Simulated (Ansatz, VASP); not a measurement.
# Two plane-wave programs on Sb

The input INCAR:

```
SYSTEM = Sb
PREC     = Accurate       ! precision mode
ENCUT    = 520            ! plane-wave cutoff, eV
EDIFF    = 1E-6           ! SCF threshold, eV
ISMEAR   = 0              ! smearing method
SIGMA    = 0.1            ! smearing width, eV
LREAL    = .False.        ! projectors in reciprocal space
LASPH    = .True.         ! aspherical terms in the spheres
NELM     = 80             ! most SCF steps
ALGO     = Normal         ! electronic algorithm
ISIF     = 2              ! what is computed and relaxed
LWAVE    = .False.        ! write WAVECAR
LCHARG   = .False.        ! write CHGCAR
GGA      = PE             ! functional
NBANDS   = 8              ! bands
```

KPOINTS

```
regular mesh
0
Gamma
  16 16 16
  0 0 0
```

Contents of POSCAR:

```
Sb
1.0
    0.0000000000      2.4382538353      2.4382538353
    2.4382538353      0.0000000000      2.4382538353
    2.4382538353      2.4382538353      0.0000000000
Sb
1
Direct
    0.0000000000      0.0000000000      0.0000000000
```

Input for Ansatz:

```yaml
crystal:
  lattice:
    - [0.0, 2.4382538353, 2.4382538353]
    - [2.4382538353, 0.0, 2.4382538353]
    - [2.4382538353, 2.4382538353, 0.0]
  atoms:
    - { symbol: Sb, position: [0.0, 0.0, 0.0] }
basis:
  ecutwfc: 420
kpoints:
  mp_grid: { grid: [16, 16, 16] }
hamiltonian:
  xc: pbe
scf:
  occupations: { method: gaussian, width: 0.1 }
output:
  forces: true
  stress: true
  eigenvalues: true
```

Alike in both runs: task single point; functional PBE; k mesh 16 × 16 × 16; occupations gaussian, width 0.1 eV; no spin polarisation.

|  | VASP | Ansatz |
| --- | --- | --- |
| version | VASP 6.6.1 | Ansatz 0.2.0 |
| potentials or method | VASP PAW PBE potentials, release 64 (Sb) | scalar-relativistic, plane waves, PAW |
| plane-wave cutoff (eV) | 520 | 420 |
| valence electrons in the cell | 5 | 15 |

VASP gave:

| Property | Result |
| --- | --- |
| gap on the k mesh at the Fermi level (eV) | none |
| pressure (GPa) | -2.8 |

Problem. Estimate Ansatz's values.

Solution. gap on the k mesh at the Fermi level (eV): none; pressure (GPa): -2.7.

A gap of «none» marks a metal or a gap that the smearing closes. The two sets of potentials don't hold the same shells in valence.

Spin-orbit coupling is left out, which matters for the levels of Sb.
